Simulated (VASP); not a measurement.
# InPd (Pm-3m) in VASP: notebook

Aim: see how the results for InPd move with the level of theory and the settings. Levels: TPSS, revTPSS, MS2. Tasks: band structure.

All numbers are computed with VASP 6.6.1; they aren't measurements. Logs are shortened: lines on timing, memory, paths and dates and some standing lists are left out, and cuts for length are marked.

**1. Starting point**

It takes space group Pm-3m (No. 221, cubic). The conventional cell has a = 3.272 Å, b = 3.272 Å, c = 3.272 Å, α = 90.00°, β = 90.00°, γ = 90.00°. Around In (site symmetry m-3m) lie 8 Pd at 2.83 Å. Around Pd (site symmetry m-3m) lie 8 In at 2.83 Å.

The cell comes from a database or a generator and needn't be the stable form of this composition.

**2. Band structure, TPSS**

File INCAR:

```
PREC = Accurate
ENCUT = 520
EDIFF = 1E-7
ISMEAR = -1
SIGMA = 0.05
LREAL = False
LASPH = True
NELM = 100
ALGO = Normal
ISIF = 2
LWAVE = False
LCHARG = False
LMAXMIX = 4
METAGGA = TPSS
LMIXTAU = True
```

File KPOINTS:

```
regular mesh
0
Gamma
  8 8 8
```

File POSCAR:

```
InPd
1.0
    3.2718847800      0.0000000000      0.0000000000
    0.0000000000      3.2718847800      0.0000000000
    0.0000000000      0.0000000000      3.2718847800
In Pd
1 1
Direct
    0.0000000000      0.0000000000      0.0000000000
    0.5000000000      0.5000000000      0.5000000000
```

File KPOINTS_OPT:

```
path GXMGRX,MR
10
line-mode
reciprocal
 0.0000000000  0.0000000000  0.0000000000  G
 0.0000000000  0.5000000000  0.0000000000  X

 0.0000000000  0.5000000000  0.0000000000  X
 0.5000000000  0.5000000000  0.0000000000  M

 0.5000000000  0.5000000000  0.0000000000  M
 0.0000000000  0.0000000000  0.0000000000  G

 0.0000000000  0.0000000000  0.0000000000  G
 0.5000000000  0.5000000000  0.5000000000  R

 0.5000000000  0.5000000000  0.5000000000  R
 0.0000000000  0.5000000000  0.0000000000  X

 0.5000000000  0.5000000000  0.0000000000  M
 0.5000000000  0.5000000000  0.5000000000  R
```

Potentials or basis: VASP PAW PBE potentials, release 64 (In_d, Pd).

Command:

```
$ cat potpaw_PBE.64/In_d/POTCAR potpaw_PBE.64/Pd/POTCAR > POTCAR
$ mpirun -np 1 vasp_std > vasp.out
```

OUTCAR:

```text
PREC = Accurate
   ENCUT = 520
   EDIFF = 1E-7
   ISMEAR = -1
   LREAL = False
   LASPH = True
   NELM = 100
   ISIF = 2
   METAGGA = TPSS

 ion  position               nearest neighbor table
   1  0.000  0.000  0.000-   2 2.83   2 2.83   2 2.83   2 2.83   2 2.83   2 2.83   2 2.83   2 2.83

   2  0.500  0.500  0.500-   1 2.83   1 2.83   1 2.83   1 2.83   1 2.83   1 2.83   1 2.83   1 2.83

  LATTYP: Found a simple cubic cell.
 ALAT       =     3.2718847800

  Lattice vectors:

 A1 = (   3.2718847800,   0.0000000000,   0.0000000000)
 A2 = (   0.0000000000,   3.2718847800,   0.0000000000)
 A3 = (   0.0000000000,   0.0000000000,   3.2718847800)

Analysis of symmetry for initial positions (statically):
=====================================================================
 Subroutine PRICEL returns:
 Original cell was already a primitive cell.

 Routine SETGRP: Setting up the symmetry group for a
 simple cubic supercell.

 Subroutine GETGRP returns: Found 48 space group operations
 (whereof 48 operations were pure point group operations)
 out of a pool of 48 trial point group operations.

The static configuration has the point symmetry O_h .

Analysis of symmetry for dynamics (positions and initial velocities):
=====================================================================
 Subroutine PRICEL returns:
 Original cell was already a primitive cell.

 Routine SETGRP: Setting up the symmetry group for a
 simple cubic supercell.

 Subroutine GETGRP returns: Found 48 space group operations
 (whereof 48 operations were pure point group operations)
 out of a pool of 48 trial point group operations.

The dynamic configuration has the point symmetry O_h .

 Subroutine INISYM returns: Found 48 space group operations
 (whereof 48 operations are pure point group operations),
 and found     1 'primitive' translations

----------------------------------------------------------------------------------------

                                     Primitive cell

  volume of cell :      35.0263

  direct lattice vectors                    reciprocal lattice vectors
     3.271884780  0.000000000  0.000000000     0.305634234  0.000000000  0.000000000
     0.000000000  3.271884780  0.000000000     0.000000000  0.305634234  0.000000000
     0.000000000  0.000000000  3.271884780     0.000000000  0.000000000  0.305634234

  length of vectors
     3.271884780  3.271884780  3.271884780     0.305634234  0.305634234  0.305634234

[... 89 lines left out ...]
   TEBEG  =    0.0;   TEEND  =   0.0 temperature during run
   PSTRESS=    0.0 pullay stress
   NELECT =      23.0000    total number of electrons
   NUPDOWN=      -1.0000    fix difference up-down
   EMIN   =  10.00;   EMAX   =-10.00  energy-range for DOS
   EFERMI =   0.00;   METHOD = LEGACY
   ISMEAR =    -1;   SIGMA  =   0.05  broadening in eV -4-tet -1-fermi 0-gaus
   EFERMI_NEDOS =   21; number of points for ismear=-14 and -15
   IALGO  =     38    algorithm
   IMIX   =      4    mixing-type and parameters
     AMIX     =   0.40;   BMIX     =  1.00
     AMIX_MAG =   1.60;   BMIX_MAG =  1.00
  volume/ion in A,a.u.               =      17.51       118.18
  Fermi-wavevector in a.u.,A,eV,Ry     =   1.422938  2.688964 27.548447  2.024754
  Thomas-Fermi vector in A             =   2.543589
   LORBIT       =      0    0 simple, 1 ext, 2 COOP (PROOUT), +10 PAW based schemes
   METAGGA = TPSS    functional components
   LHFCALC =     F    Hartree Fock is set to
   AEXX    =    0.0000 exact exchange contribution
   IVDW    =     0    specifies the selected vdW correction
   LEPSILON=     F    determine dielectric tensor
   LRPA    =     F    only Hartree local field effects (RPA)
 non-spin polarized calculation
  energy-cutoff  :      520.00
  volume of cell :       35.03
 maximum number of plane-waves:       968
   NGX = 13   NGY = 13   NGZ = 13

 number of electron      22.9999997 magnetization

 Free energy of the ion-electron system (eV)
  ---------------------------------------------------
  ext. energy  EPLUGINS =         0.00000000
  ---------------------------------------------------
  free energy    TOTEN  =       -25.53221175 eV

  energy without entropy =      -25.52215437  energy(sigma->0) =      -25.52718306

 E-fermi :  10.3713     XC(G=0): -12.5463

 val. band max:       10.3413723581   @ k =   0.3750   0.3750   0.1250
 cond. band min:      10.4714221666   @ k =   0.5000   0.5000   0.5000
 fundamental gap:      0.1300498085
 Fermi energy:        10.3712946868

 k-point     1 :       0.0000    0.0000    0.0000
  band No.  band energies     occupation
      1      -4.5727      2.00000
      2      -4.5727      2.00000
      3      -4.1604      2.00000
      4      -4.1604      2.00000
      5      -4.1604      2.00000
      6       0.3902      2.00000
      7       6.5884      2.00000
      8       6.5884      2.00000
      9       8.1771      2.00000
     10       8.1771      2.00000
     11       8.1771      2.00000
     12      14.7278      0.00000
     13      14.7278      0.00000
     14      14.7278      0.00000
[... 401 lines left out ...]
      2      -4.3294      2.00000
      3      -4.3171      2.00000
      4      -4.2968      2.00000
      5      -4.0015      2.00000
      6       4.3333      2.00000
      7       6.4659      2.00000
      8       6.8793      2.00000
      9       7.2835      2.00000
     10       8.1721      2.00000
     11       8.8822      2.00000
     12       9.4166      2.00000
     13      12.7151      0.00000
     14      14.0107      0.00000
     15      18.3036      0.00000

 [... further k-points ...]

------------------------ aborting loop because EDIFF is reached ----------------------------------------

  FORCE on cell =-STRESS in cart. coord.  units (eV):
  Direction    XX          YY          ZZ          XY          YZ          ZX
  --------------------------------------------------------------------------------------
  -------------------------------------------------------------------------------------
  Total       -0.1051390     -0.1051390     -0.1051390      0.0000000      0.0000000      0.0000000
  in kB       -4.8092828     -4.8092828     -4.8092828      0.0000000      0.0000000      0.0000000
  external PRESSURE =      -4.8092828 kB  Pullay stress =       0.0000000 kB

 VOLUME and BASIS-vectors are now :
 -----------------------------------------------------------------------------
  energy-cutoff  :      520.00
  volume of cell :       35.03
      direct lattice vectors                 reciprocal lattice vectors
     3.271884780  0.000000000  0.000000000     0.305634234  0.000000000  0.000000000
     0.000000000  3.271884780  0.000000000     0.000000000  0.305634234  0.000000000
     0.000000000  0.000000000  3.271884780     0.000000000  0.000000000  0.305634234

 POSITION                                       TOTAL-FORCE (eV/Angst)
 -----------------------------------------------------------------------------------
      0.00000      0.00000      0.00000         0.000000      0.000000      0.000000
      1.63594      1.63594      1.63594         0.000000      0.000000      0.000000
 -----------------------------------------------------------------------------------
    total drift:                               -0.000000      0.000000      0.000000

  FREE ENERGIE OF THE ION-ELECTRON SYSTEM (eV)
  ---------------------------------------------------
  free  energy   TOTEN  =       -25.5322117527 eV

  energy  without entropy=      -25.5221543682  energy(sigma->0) =      -25.52718306
```

OSZICAR:

```text
N       E                     dE             d eps       ncg     rms          rms(c)
DAV:   1     0.207711760940E+03    0.20771E+03   -0.14585E+04  1057   0.266E+03
DAV:   2     0.453165879015E+01   -0.20318E+03   -0.19813E+03  1155   0.554E+02
[... 27 lines left out ...]
DAV:   9     0.141881049682E+04   -0.20212E-07     1057
       N       E                     dE             ncg
DAV:   1     0.757111658403E+04   -0.18367E+05      786
DAV:   2     0.379215829714E+04   -0.37790E+04      764
DAV:   3     0.360662039909E+04   -0.18554E+03      967
DAV:   4     0.360313203067E+04   -0.34884E+01      969
DAV:   5     0.360300015815E+04   -0.13187E+00     1056
DAV:   6     0.360299594282E+04   -0.42153E-02     1022
DAV:   7     0.360299590884E+04   -0.33983E-04     1049
DAV:   8     0.360299590839E+04   -0.44590E-06      850
DAV:   9     0.360299590838E+04   -0.14278E-07      725
```

It took 37 s on 1 thread of Intel Xeon 6975P-C (Granite Rapids), shared host; peak memory 0.16 GiB.

What came out:

```yaml
Free_energy: -25.5322 eV
Pressure: -0.5 GPa
Band_gap_along_the_path: none (metal or under the smearing width)
```

Levels at the corners of the path, in eV from the Fermi level:
```csv
point,band 8,band 9,band 10,band 11,band 12,band 13,band 14,band 15
Γ,-3.78,-2.19,-2.19,-2.19,4.36,4.36,4.36,9.64
X,-3.77,-3.18,-3.18,-2.27,-1.04,9.72,9.72,9.86
X,-3.77,-3.18,-3.18,-2.27,-1.04,9.72,9.72,9.86
M,-2.61,-2.61,-2.26,-2.26,-1.64,1.58,2.60,9.68
M,-2.61,-2.61,-2.26,-2.26,-1.64,1.58,2.60,9.68
Γ,-3.78,-2.19,-2.19,-2.19,4.36,4.36,4.36,9.64
Γ,-3.78,-2.19,-2.19,-2.19,4.36,4.36,4.36,9.64
R,-4.81,-1.60,-1.60,0.10,3.85,3.85,3.85,4.48
R,-4.81,-1.60,-1.60,0.10,3.85,3.85,3.85,4.48
X,-3.77,-3.18,-3.18,-2.27,-1.04,9.72,9.72,9.86
M,-2.61,-2.61,-2.26,-2.26,-1.64,1.58,2.60,9.68
R,-4.81,-1.60,-1.60,0.10,3.85,3.85,3.85,4.48
```

Caveat: the PAW data sets were made with another functional, which shifts forces and pressure a little; spin-orbit coupling is left out, which moves the levels of the heavy elements.

**3. Band structure, revTPSS**

File INCAR:

```
ALGO = Normal
EDIFF = 1E-7
ENCUT = 520
ISIF = 2
ISMEAR = -1
LASPH = T
LCHARG = F
LMAXMIX = 4
LMIXTAU = T
LREAL = F
LWAVE = F
METAGGA = RTPSS
NELM = 100
PREC = Accurate
SIGMA = 0.05
```

File KPOINTS:

```
k-points
0
Gamma
  8 8 8
```

POSCAR is that of step 2.

Changes to KPOINTS_OPT since step 2:

```diff
@@ -1,3 +1,3 @@
 path GXMGRX,MR
-10
+15
 line-mode
```

Potentials or basis: VASP PAW PBE potentials, release 64 (In_d, Pd).

Command:

```
$ cat potpaw_PBE.64/In_d/POTCAR potpaw_PBE.64/Pd/POTCAR > POTCAR
$ mpirun -np 1 vasp_std > vasp.out
```

Wall time 41 s (1 thread of Intel Xeon 6975P-C (Granite Rapids), shared host); peak memory 0.16 GiB.

Results (log left out):

| Item | Value |
| --- | --- |
| Free energy | 23.1199 eV |
| Pressure | -3.1 GPa |
| Band gap along the path | none (metal or under the smearing width) |

Levels at the corners of the path, in eV from the Fermi level:
```csv
point,band 7,band 8,band 9,band 10,band 11,band 12,band 13,band 14,band 15
Γ,-3.77,-3.77,-2.18,-2.18,-2.18,4.35,4.35,4.35,9.73
X,-5.96,-3.75,-3.17,-3.17,-2.25,-1.02,9.73,9.73,9.82
X,-5.96,-3.75,-3.17,-3.17,-2.25,-1.02,9.73,9.73,9.82
M,-3.45,-2.59,-2.59,-2.29,-2.29,-1.62,1.63,2.61,9.70
M,-3.45,-2.59,-2.59,-2.29,-2.29,-1.62,1.63,2.61,9.70
Γ,-3.77,-3.77,-2.18,-2.18,-2.18,4.35,4.35,4.35,9.73
Γ,-3.77,-3.77,-2.18,-2.18,-2.18,4.35,4.35,4.35,9.73
R,-4.81,-4.81,-1.58,-1.58,0.17,3.81,3.81,3.81,4.48
R,-4.81,-4.81,-1.58,-1.58,0.17,3.81,3.81,3.81,4.48
X,-5.96,-3.75,-3.17,-3.17,-2.25,-1.02,9.73,9.73,9.82
M,-3.45,-2.59,-2.59,-2.29,-2.29,-1.62,1.63,2.61,9.70
R,-4.81,-4.81,-1.58,-1.58,0.17,3.81,3.81,3.81,4.48
```

Caveat: the PAW data sets were made with another functional, which shifts forces and pressure a little; spin-orbit coupling is left out, which moves the levels of the heavy elements.

[end of part 1 of 2]
